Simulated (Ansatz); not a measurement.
The system is Eu2O3.

```xyz
5
Lattice="3.7883 0.0000 0.0000 -1.8941 3.2808 0.0000 0.0000 0.0000 5.8208" Properties=species:S:1:pos:R:3 pbc="T T T"
Eu    0.0000    2.1872    1.4112
Eu    1.8941    1.0936    4.4096
O     0.0000    2.1872    3.7900
O     1.8941    1.0936    2.0309
O     0.0000    0.0000    0.0000
```

Measurements of this composition are mostly on another form, of space group No. 206.

Base run:

```yaml
Program: Ansatz 0.2.0
Functional: PBEsol
Potentials_or_basis: Ansatz PAW
Cutoff: "420 eV (not typed: the program's choice for these potentials)"
k_mesh: 7 × 7 × 4
Occupations: fermi-dirac, width 0.05 eV
Spin: collinear spin, ferromagnetic start
Starting_moments: "[7.0, 7.0, 0.0, 0.0, 0.0] μB"
Fixed_moment: 14 μB
```

Its results: pressure 4.0 GPa; site moments Eu +6.23; O +0.27, +0.34 μB; largest force 0.214 eV/Å.

Q: After a change of settings the same cell gave: pressure -6.2 GPa; site moments Eu +5.28; O -0.13, -0.18 μB; largest force 0.358 eV/Å. Which change was it?
A. fixed moment from 14 μB to 7 μB; moments at the start from [7.0, 7.0, 0.0, 0.0, 0.0] to [3.5, 3.5, 0.0, 0.0, 0.0]
B. fixed moment from 14 μB to 3.5 μB; moments at the start from [7.0, 7.0, 0.0, 0.0, 0.0] to [1.75, 1.75, 0.0, 0.0, 0.0]
C. fixed moment from 14 μB to 10.5 μB; moments at the start from [7.0, 7.0, 0.0, 0.0, 0.0] to [5.25, 5.25, 0.0, 0.0, 0.0]
D. fixed moment from 14 μB to 28 μB; moments at the start from [7.0, 7.0, 0.0, 0.0, 0.0] to [14.0, 14.0, 0.0, 0.0, 0.0]

A: C.

Caveats: the total moment is fixed, so each spin has its own Fermi level; the PAW data sets come from PBE, with cores solved anew for the run's functional, which leaves a small shift of forces and pressure; the thresholds are loose for stress.
